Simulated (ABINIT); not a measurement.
# CdSe (Cadmoselite): zone-centre phonons, part 2 of 3

Which modes does CdSe (Cadmoselite) have at the zone centre?

ABINIT 10.8.3; DFT LDA, scalar-relativistic, plane waves, JTH PAW pseudopotentials.

So far. Step 3 (Relaxing the cell and atoms): The volume changes by -3.4 % in this run and stands -3.4 % from the first cell. Step 4 (Ground state): The cell stands at -0.28 GPa: the relaxation ran with a smoothed and higher cutoff and on another k mesh. The relaxed cell has a = 4.249, c = 6.944 Å (conventional setting).

The database entry behind the starting cell differs from later determinations by our own check (inner coordinate of an old entry), so it need not match the best structure at ambient conditions.

## (6) Zone-centre response

The derivative of the wavefunctions by k comes first, since the response to a field is built on it; then the field and the displacements that symmetry doesn't supply are solved at q = 0.

It reads the wavefunctions written in step 4.

dfpt_gamma.abi

```
ndtset 2

# common to the responses
getwfk_filepath "gso_WFK"
kptopt 2
nqpt 1
qpt 0.0 0.0 0.0
asr 0
chneut 0

# d/dk
rfelfd1 2
rfdir1 1 1 1
iscf1 -3
tolwfr1 1.0d-20

# displacements, field
rfphon2 1
rfatpol2 1 4
rfdir2 1 1 1
rfelfd2 3
getddk2 1
tolvrs2 1.0d-10
prtwf2 0

# basis, mesh and filling
ecut 18.0
pawecutdg 36.0
ngkpt 10 10 4
nshiftk 1
shiftk 0.0 0.0 0.5
istwfk *1
occopt 1
nband 18
nstep 100
diemac 9.0
prtebands 0
prtgsr 0

# cell and atoms
acell 8.029618199 8.029618199 13.12255813
rprim 
    1.0 0.0 0.0
    -0.5 0.8660254038 0.0
    0.0 0.0 1.0
ntypat 2
znucl 48 34
natom 4
typat 1 1 2 2
xred 
    1/3 2/3 0.0048344480
    2/3 1/3 0.5048344480
    1/3 2/3 0.3801655520
    2/3 1/3 0.8801655520
pp_dirpath "./pseudo"
pseudos "Cd.xml, Se.xml"
```

Launch:

```bash
OMP_NUM_THREADS=1 mpirun -n 16 abinit dfpt_gamma.abi > dfpt_gamma.log
```

Numbers of over 12 decimals in the logs are rounded to 6 here.

dfpt_gamma.abo, the main output file:

```text
[banners, grids, parts of the stress and lines that vanish by symmetry left out]
- input  file    -> dfpt_gamma.abi
- output file    -> dfpt_gamma.abo
- root for input  files -> dfpt_gammai
[...]
DATASET    1 : space group P6_3 m c (#186); Bravais hP (primitive hexag.)
[...]
nfft =       55296          nkpt =         200
[...]
DATASET    2 : space group P6_3 m c (#186); Bravais hP (primitive hexag.)
[...]
nfft =       55296          nkpt =         200
[...]
== DATASET  1 ==================================================================
[...]
cutoff_energies: {ecut:  18.0, pawecutdg:  36.0, }
[...]
Perturbation : derivative vs k along direction   1
[...]
-ETOT  1  -42.613626377762     -4.261E+01 2.747E-01 0.000E+00
 ETOT  2  -42.717717486454     -1.041E-01 1.968E-02 0.000E+00
 ETOT  3  -42.722083660954     -4.366E-03 1.057E-02 0.000E+00
 ETOT  4  -42.722784346761     -7.007E-04 1.168E-03 0.000E+00
 ETOT  5  -42.722940744963     -1.564E-04 3.267E-04 0.000E+00
[...]
At SCF step   50   max residual=  1.00E-20 < tolwfr=  1.00E-20 =>converged.
[...]
Perturbation : derivative vs k along direction   2
[...]
-ETOT  1  -42.617670475493     -4.262E+01 3.864E-01 0.000E+00
[...]
At SCF step   50   max residual=  1.00E-20 < tolwfr=  1.00E-20 =>converged.
[...]
Perturbation : derivative vs k along direction   3
[...]
-ETOT  1  -11.961960665857     -1.196E+01 3.479E-02 0.000E+00
[...]
At SCF step   48   max residual=  1.00E-20 < tolwfr=  1.00E-20 =>converged.
[...]
== DATASET  2 ==================================================================
[...]
cutoff_energies: {ecut:  18.0, pawecutdg:  36.0, }
[...]
Perturbation : displacement of atom   1   along direction   1
[...]
-ETOT  1   892.44407533506     -3.540E+03 1.861E+00 3.658E+06
[...]
At SCF step   39       vres2   =  1.21E-11 < tolvrs=  1.00E-10 =>converged.
[...]
Perturbation : displacement of atom   1   along direction   3
[...]
-ETOT  1   7116.7245707188     -4.730E+03 6.782E+00 7.677E+07
[...]
At SCF step   39       vres2   =  7.99E-12 < tolvrs=  1.00E-10 =>converged.
[...]
Perturbation : displacement of atom   3   along direction   1
[...]
-ETOT  1   100.32976870709     -1.074E+02 7.959E-01 4.008E+05
[...]
At SCF step   29       vres2   =  3.55E-11 < tolvrs=  1.00E-10 =>converged.
[...]
Perturbation : displacement of atom   3   along direction   3
[...]
-ETOT  1   1636.4808397286      9.702E+02 1.987E+00 1.920E+07
[...]
At SCF step   39       vres2   =  4.84E-11 < tolvrs=  1.00E-10 =>converged.
[...]
Perturbation : homogeneous electric field along direction   1
[...]
-ETOT  1  -314.93084975704     -3.149E+02 2.031E+02 7.719E+04
[...]
At SCF step   36       vres2   =  5.85E-11 < tolvrs=  1.00E-10 =>converged.
[...]
Perturbation : homogeneous electric field along direction   3
[...]
-ETOT  1  -78.483172171376     -7.848E+01 7.611E+00 1.996E+04
[...]
ETOT 29  -84.063410048003      6.133E-11 2.052E-12 1.810E-09
 ETOT 30  -84.063410048001      2.046E-12 9.265E-13 7.757E-11
 At SCF step   30       vres2   =  7.76E-11 < tolvrs=  1.00E-10 =>converged.
[...]
Dielectric tensor, in cartesian coordinates,
[...]
1    6   1    6         8.0640580840        -0.0000000000
   1    6   2    6        -0.0000000000        -0.0000000000
   1    6   3    6        -0.0000000000        -0.0000000000
   2    6   1    6         0.0000000000        -0.0000000000
   2    6   2    6         8.0640580843        -0.0000000000
   2    6   3    6        -0.0000000000        -0.0000000000
   3    6   1    6        -0.0000000000        -0.0000000000
   3    6   2    6        -0.0000000000        -0.0000000000
   3    6   3    6         7.2886180551        -0.0000000000
  Effective charges, in cartesian coordinates,
[...]
1    1   1    6         2.1188957658         0.0000000000
   2    1   1    6         0.0000000002         0.0000000000
   3    1   1    6         0.0000000003         0.0000000000
   1    2   1    6         2.1188957657         0.0000000000
   2    2   1    6         0.0000000000         0.0000000000
[...]
Effective charges, in cartesian coordinates,
[...]
2    6   1    4        -0.0000000000         0.0000000000
   3    6   1    4        -0.0000000000         0.0000000000
   1    6   2    4         0.0000000000         0.0000000000
   2    6   2    4        -2.1112472912         0.0000000000
   3    6   2    4         0.0000000000         0.0000000000
   1    6   3    4        -0.0000000000         0.0000000000
   2    6   3    4        -0.0000000000         0.0000000000
   3    6   3    4        -2.1743801233         0.0000000000
  Warning: The rigid-atom proper piezoelectric tensor
[...]
Phonon wavevector (reduced coordinates) :  0.00000  0.00000  0.00000
 Phonon energies in Hartree :
[...]
Phonon frequencies in cm-1    :
- -2.649006E+00 -1.799616E+00 -1.799616E+00  3.299218E+01  3.299218E+01
-  1.249903E+02  1.735407E+02  1.776275E+02  1.776275E+02  1.806518E+02
-  1.806518E+02  1.920825E+02
  Phonon at Gamma, with non-analyticity in the
[...]
Phonon energies in Hartree :
[...]
Phonon frequencies in cm-1    :
- -2.649006E+00 -1.799616E+00 -1.790058E+00  3.299218E+01  3.299218E+01
-  1.249903E+02  1.735407E+02  1.776275E+02  1.806518E+02  1.806518E+02
-  1.920825E+02  2.058776E+02
  Phonon at Gamma, with non-analyticity in the
[...]
Phonon energies in Hartree :
[...]
Phonon frequencies in cm-1    :
- -2.649006E+00 -1.799616E+00 -1.790058E+00  3.299218E+01  3.299218E+01
-  1.249903E+02  1.735407E+02  1.776275E+02  1.806518E+02  1.806518E+02
-  1.920825E+02  2.058776E+02
  Phonon at Gamma, with non-analyticity in the
[...]
Phonon energies in Hartree :
[...]
Phonon frequencies in cm-1    :
- -2.548080E+00 -1.799616E+00 -1.799616E+00  3.299218E+01  3.299218E+01
-  1.249903E+02  1.776275E+02  1.776275E+02  1.806518E+02  1.806518E+02
-  1.920825E+02  2.072594E+02
[...]
fcart2     0.0000000000E+00  0.0000000000E+00  0.0000000000E+00
           strten2     0.0000000000E+00  0.0000000000E+00  0.0000000000E+00
================================================================================
```

It took 10 min on 16 MPI ranks of Arm Neoverse V2, shared host.

Numbers from this step:

| Item | Value |
| --- | --- |
| miss of the charge sum rule | 0.06775 e |
| largest acoustic frequency at the zone centre before the sum rule | -2.65 cm⁻¹ |
| highest optical zone-centre mode (no LO-TO term) | 192.1 cm⁻¹ |
| lowest optical zone-centre mode | 32.99 cm⁻¹ |
| mean high-frequency dielectric constant | 7.806 |
| largest Born charge in size (third of the trace) | 2.149 e |

Born charge (rows field, columns displacement), before the sum rule (e), principal values of the symmetric part by kind of site:

| atom | atoms with these values | low | middle | high | mean |
| --- | --- | --- | --- | --- | --- |
| Cd1 | 2 | 2.12 | 2.12 | 2.21 | 2.15 |
| Se3 | 2 | -2.17 | -2.11 | -2.11 | -2.13 |

In full for Cd1:

```
2.12 0.00 0.00
0.00 2.12 0.00
0.00 0.00 2.21
```

High-frequency dielectric tensor:

```
8.06 0.00 0.00
0.00 8.06 0.00
0.00 0.00 7.29
```

The acoustic modes at Γ come out as far as 2.6 cm⁻¹ from zero, where they should vanish, a small numerical error; the Born charges miss their sum rule by 0.068 e, too much: mesh or cutoff is short for the field response.

## (7) Zone-centre analysis

anaddb reads the merged derivatives, imposes the acoustic sum rule and charge neutrality, and adds the LO-TO term along chosen directions.

anaddb.abi

```
ddb_filepath "gamma_DDB"
output_file "anaddb.abo"
outdata_prefix "anaddb"
asr 1
chneut 1
enunit 2
eivec 1
nph1l 1
qph1l 0.0 0.0 0.0 1.0
dieflag 1
nph2l 3
qph2l 
    1.0 0.0 0.0 0.0
    0.0 0.0 1.0 0.0
    1.0 1.0 1.0 0.0
```

mrgddb.in

```
gamma_DDB
merged
1
dfpt_gammao_DS2_DDB
```

Launch:

```bash
mrgddb < mrgddb.in > mrgddb.log
OMP_NUM_THREADS=1 anaddb anaddb.abi > anaddb.log
```

anaddb.abo, the main output file:

```text
[banners, grids, parts of the stress and lines that vanish by symmetry left out]
-outvars_anaddb: echo values of input variables ----------------------

 Flags :
[...]
Dielectric Tensor and Effective Charges
[...]
Effective charge tensors after
[...]
Phonon wavevector (reduced coordinates) :  0.00000  0.00000  0.00000
 Phonon energies in Hartree :
[...]
Phonon energies in meV     :
-  0.000000E+00  0.000000E+00  0.000000E+00  4.098537E+00  4.098537E+00
-  1.550041E+01  2.151877E+01  2.202303E+01  2.202303E+01  2.239765E+01
-  2.239765E+01  2.381735E+01
 Phonon frequencies in cm-1    :
-  0.000000E+00  0.000000E+00  0.000000E+00  3.305693E+01  3.305693E+01
-  1.250192E+02  1.735606E+02  1.776277E+02  1.776277E+02  1.806492E+02
-  1.806492E+02  1.920999E+02
 Phonon frequencies in Thz     :
-  0.000000E+00  0.000000E+00  0.000000E+00  9.910218E-01  9.910218E-01
-  3.747982E+00  5.203214E+00  5.325145E+00  5.325145E+00  5.415727E+00
-  5.415727E+00  5.759010E+00
 Phonon energies in Kelvin  :
-  0.000000E+00  0.000000E+00  0.000000E+00  4.756155E+01  4.756155E+01
-  1.798748E+02  2.497149E+02  2.555666E+02  2.555666E+02  2.599139E+02
-  2.599139E+02  2.763889E+02
[...]
-  1  0.00000000E+00  0.00000000E+00 -1.19720056E-03
-     0.00000000E+00  0.00000000E+00  0.00000000E+00
-  2  0.00000000E+00  0.00000000E+00 -1.19720056E-03
-     0.00000000E+00  0.00000000E+00  0.00000000E+00
-  3  0.00000000E+00  0.00000000E+00 -1.19720040E-03
-     0.00000000E+00  0.00000000E+00  0.00000000E+00
-  4  0.00000000E+00  0.00000000E+00 -1.19720040E-03
-     0.00000000E+00  0.00000000E+00  0.00000000E+00
[...]
-  1  0.00000000E+00 -1.19720047E-03  0.00000000E+00
-     0.00000000E+00  0.00000000E+00  0.00000000E+00
-  2  0.00000000E+00 -1.19720047E-03  0.00000000E+00
-     0.00000000E+00  0.00000000E+00  0.00000000E+00
-  3  0.00000000E+00 -1.19720053E-03  0.00000000E+00
-     0.00000000E+00  0.00000000E+00  0.00000000E+00
-  4  0.00000000E+00 -1.19720053E-03  0.00000000E+00
-     0.00000000E+00  0.00000000E+00  0.00000000E+00
[...]
-  1  1.19720047E-03  0.00000000E+00  0.00000000E+00
-     0.00000000E+00  0.00000000E+00  0.00000000E+00
-  2  1.19720047E-03  0.00000000E+00  0.00000000E+00
-     0.00000000E+00  0.00000000E+00  0.00000000E+00
-  3  1.19720053E-03  0.00000000E+00  0.00000000E+00
-     0.00000000E+00  0.00000000E+00  0.00000000E+00
-  4  1.19720053E-03  0.00000000E+00  0.00000000E+00
-     0.00000000E+00  0.00000000E+00  0.00000000E+00
[...]
-  1  0.00000000E+00 -1.25452975E-03  0.00000000E+00
-     0.00000000E+00  0.00000000E+00  0.00000000E+00
-  2  0.00000000E+00  1.25452975E-03  0.00000000E+00
-     0.00000000E+00  0.00000000E+00  0.00000000E+00
[...]
-     1         -0.000000    -0.000000    -0.000000     0.000000
-     2         -0.000000     0.000000    -0.000000     0.000000
-     3         -0.000000    -0.000000     0.000000     0.000000
-     4         -0.000000    -0.000000    -0.000000     0.000000
-     5          0.000000    -0.000000    -0.000000     0.000000
[...]
-     8          0.000007     4.166961     0.000000     4.166961
[...]
-   1     Real    0.0000E+00  0.0000E+00  0.0000E+00  0.0000E+00  0.0000E+00  0.0000E+00  0.0000E+00
[...]
-   2     Real    0.0000E+00  0.0000E+00  0.0000E+00  0.0000E+00  0.0000E+00  0.0000E+00  0.0000E+00
[...]
-   3     Real    0.0000E+00  0.0000E+00  0.0000E+00  0.0000E+00  0.0000E+00  0.0000E+00  0.0000E+00
[...]
-   4     Real    0.0000E+00  0.0000E+00  0.0000E+00  0.0000E+00  0.0000E+00  0.0000E+00  0.0000E+00
[...]
-   5     Real    0.0000E+00  0.0000E+00  0.0000E+00  0.0000E+00  0.0000E+00  0.0000E+00  0.0000E+00
[...]
-   8     Real    0.0000E+00  1.0582E-04  0.0000E+00  1.8159E-10  0.0000E+00  0.0000E+00  1.0582E-04
[...]
-   9     Real    1.0582E-04  0.0000E+00  0.0000E+00 -1.8159E-10  0.0000E+00  0.0000E+00  1.0582E-04
[...]
-  10     Real    0.0000E+00  0.0000E+00  0.0000E+00  0.0000E+00  0.0000E+00  0.0000E+00  0.0000E+00
[...]
-  11     Real    0.0000E+00  0.0000E+00  0.0000E+00  0.0000E+00  0.0000E+00  0.0000E+00  0.0000E+00
[...]
Phonon at Gamma, with non-analyticity in the
[...]
Phonon energies in Hartree :
[...]
Phonon energies in meV     :
[...]
-  2.381735E+01  2.552765E+01
 Phonon frequencies in cm-1    :
[...]
-  1.920999E+02  2.058944E+02
 Phonon frequencies in Thz     :
[...]
-  5.759010E+00  6.172559E+00
 Phonon energies in Kelvin  :
[...]
-  2.763889E+02  2.962361E+02
[...]
Phonon at Gamma, with non-analyticity in the
[...]
Phonon energies in Hartree :
[...]
Phonon energies in meV     :
[...]
-  2.381735E+01  2.570927E+01
 Phonon frequencies in cm-1    :
[...]
-  1.920999E+02  2.073593E+02
 Phonon frequencies in Thz     :
[...]
-  5.759010E+00  6.216475E+00
 Phonon energies in Kelvin  :
[...]
-  2.763889E+02  2.983437E+02
[...]
-  4  0.00000000E+00 -1.19720053E-03  0.00000000E+00
-     0.00000000E+00  0.00000000E+00  0.00000000E+00
[...]
-  1  1.19720047E-03  0.00000000E+00  0.00000000E+00
-     0.00000000E+00  0.00000000E+00  0.00000000E+00
-  2  1.19720047E-03  0.00000000E+00  0.00000000E+00
-     0.00000000E+00  0.00000000E+00  0.00000000E+00
-  3  1.19720053E-03  0.00000000E+00  0.00000000E+00
-     0.00000000E+00  0.00000000E+00  0.00000000E+00
-  4  1.19720053E-03  0.00000000E+00  0.00000000E+00
-     0.00000000E+00  0.00000000E+00  0.00000000E+00
[...]
-  1  0.00000000E+00  1.25452975E-03  0.00000000E+00
-     0.00000000E+00  0.00000000E+00  0.00000000E+00
[...]
Phonon at Gamma, with non-analyticity in the
[...]
Phonon energies in Hartree :
[...]
Phonon energies in meV     :
-  0.000000E+00  0.000000E+00  0.000000E+00  4.098537E+00  4.098537E+00
-  1.550041E+01  2.168246E+01  2.202303E+01  2.239765E+01  2.239765E+01
-  2.381735E+01  2.557968E+01
 Phonon frequencies in cm-1    :
-  0.000000E+00  0.000000E+00  0.000000E+00  3.305693E+01  3.305693E+01
-  1.250192E+02  1.748808E+02  1.776277E+02  1.806492E+02  1.806492E+02
-  1.920999E+02  2.063140E+02
 Phonon frequencies in Thz     :
-  0.000000E+00  0.000000E+00  0.000000E+00  9.910218E-01  9.910218E-01
-  3.747982E+00  5.242795E+00  5.325145E+00  5.415727E+00  5.415727E+00
-  5.759010E+00  6.185139E+00
 Phonon energies in Kelvin  :
-  0.000000E+00  0.000000E+00  0.000000E+00  4.756155E+01  4.756155E+01
-  1.798748E+02  2.516145E+02  2.555666E+02  2.599139E+02  2.599139E+02
-  2.763889E+02  2.968399E+02
[...]
-  3  1.49686213E-03  0.00000000E+00  0.00000000E+00
-     0.00000000E+00  0.00000000E+00  0.00000000E+00
-  4 -1.49686213E-03  0.00000000E+00  0.00000000E+00
-     0.00000000E+00  0.00000000E+00  0.00000000E+00
[...]
Direction                     Dielectric constant
[...]
0.00000   0.00000   1.00000     10.40375472
   1.00000   1.00000   1.00000     10.69112563
-
```

Run time: 0.53 s. Hardware: 1 thread.

Numbers from this step:

| Property | Result |
| --- | --- |
| lowest optical zone-centre mode | 33.06 cm⁻¹ |
| mean static dielectric constant | 10.69 |
| highest mode moved by the LO-TO term | 207.4 cm⁻¹ |

No LO-TO term; unit eigenvectors of the mass-weighted matrix, from anaddb's displacements. The modes at Γ (shares of kinetic energy by element, %):

| mode | frequency (cm⁻¹) | Cd % | Se % |
| --- | --- | --- | --- |
| 1 | 0.0 | 59 | 41 |
| 2 | 0.0 | 59 | 41 |
| 3 | 0.0 | 59 | 41 |
| 4 | 33.1 | 65 | 35 |
| 5 | 33.1 | 65 | 35 |
| 6 | 125.0 | 85 | 15 |
| 7 | 173.6 | 41 | 59 |
| 8 | 177.6 | 41 | 59 |
| 9 | 177.6 | 41 | 59 |
| 10 | 180.6 | 35 | 65 |
| 11 | 180.6 | 35 | 65 |
| 12 | 192.1 | 15 | 85 |

Displacements in mode 4 (33.1 cm⁻¹), the largest set to 1:
```
Cd1  0.00 -1.00  0.00
Cd2  0.00  1.00  0.00
Se3  0.00  0.89  0.00
Se4  0.00 -0.89  0.00
```

Displacements in mode 6 (125.0 cm⁻¹), the largest set to 1:
```
Cd1  0.00  0.00  1.00
Cd2  0.00  0.00 -1.00
Se3  0.00  0.00  0.50
Se4  0.00  0.00 -0.50
```

Static dielectric tensor (ions relaxed, fixed cell):

```
10.83  0.00  0.00
 0.00 10.83  0.00
 0.00  0.00 10.40
```

Before neutrality was imposed the Born charges missed it by 0.068 e, so ε₀, the LO modes and the intensities above are not converged in mesh or cutoff.

(Continued in part 3 of 3.)

[Host names and launcher messages were left out of these logs when they were recorded.]

[Logs are printed without paths, hosts, clocks, repeated set-up lines and the standing remarks that a program may print on its own settings, such as how far it seeks lower states.]

[Hosts, paths, dates, database ids (printed as entryN), source tags and the programs' standing remarks are cut or masked in the printed files.]
